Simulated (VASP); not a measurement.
## Si in VASP 6.6.1, single-point calculation

INCAR

```
ICHARG = 12
LWAVE = .FALSE.
NELM = 92
IBRION = -1
LCHARG = .FALSE.
LASPH = .TRUE.
LREAL = .FALSE.
NBANDS = 11
SIGMA = 0.02
NSW = 0
ISMEAR = -1
PREC = Accurate
ISIF = 2
ENCUT = 520
GGA = PE
EDIFF = 1E-7
```

KPOINTS

```
KPOINTS created by Atomic Simulation Environment
0
Gamma
8 8 8
0 0 0
```

POSCAR

```
Si
 1.0000000000000000
     0.0000000000000000    2.6948977067000000    2.7414422942000001
     2.6948977067000000    0.0000000000000000    2.7414422942000001
     2.6948977067000000    2.6948977067000000    0.0000000000000000
 Si
   2
Cartesian
  0.0000000000000000  0.0000000000000000  0.0000000000000000
  1.3474488533500000  1.3474488533500000  1.3707211471000000
```

The recommended PBE PAW datasets give the neutral cell 8 valence electrons.

Command

```
mpirun -np 1 vasp_std
```

OSZICAR

```
N       E                     dE             d eps       ncg     rms          rms(c)
DAV:   1     0.669498340072E+01    0.66950E+01   -0.32269E+03  1298   0.564E+02
DAV:   2    -0.104326158087E+02   -0.17128E+02   -0.16114E+02  1718   0.830E+01
DAV:   3    -0.110153436078E+02   -0.58273E+00   -0.58107E+00  1690   0.128E+01
DAV:   4    -0.110195730844E+02   -0.42295E-02   -0.42291E-02  1527   0.139E+00
DAV:   5    -0.110196141086E+02   -0.41024E-04   -0.41024E-04  1648   0.128E-01
DAV:   6    -0.110196146215E+02   -0.51284E-06   -0.51340E-06  1599   0.148E-02
DAV:   7    -0.110196146293E+02   -0.78166E-08   -0.78374E-08  1670   0.167E-03
   1 F= -.11019615E+02 E0= -.11019615E+02  d E =-.134034E-10
```

It converged. Results: gap between bands v and c on the k mesh 0.82 eV; least direct gap on the k mesh 2.74 eV; pressure 11.8 GPa. Band v is the last that the valence electrons fill when counted band by band, and c is the next.

Question: Find the fault in these files.

Answer: Density file missing or never updated. On sound settings PBE gives a gap of 0.51 eV on its mesh and a pressure of 2.5 GPa for the intended cell. This run's energy (σ→0) differs from it by -92 meV an atom.
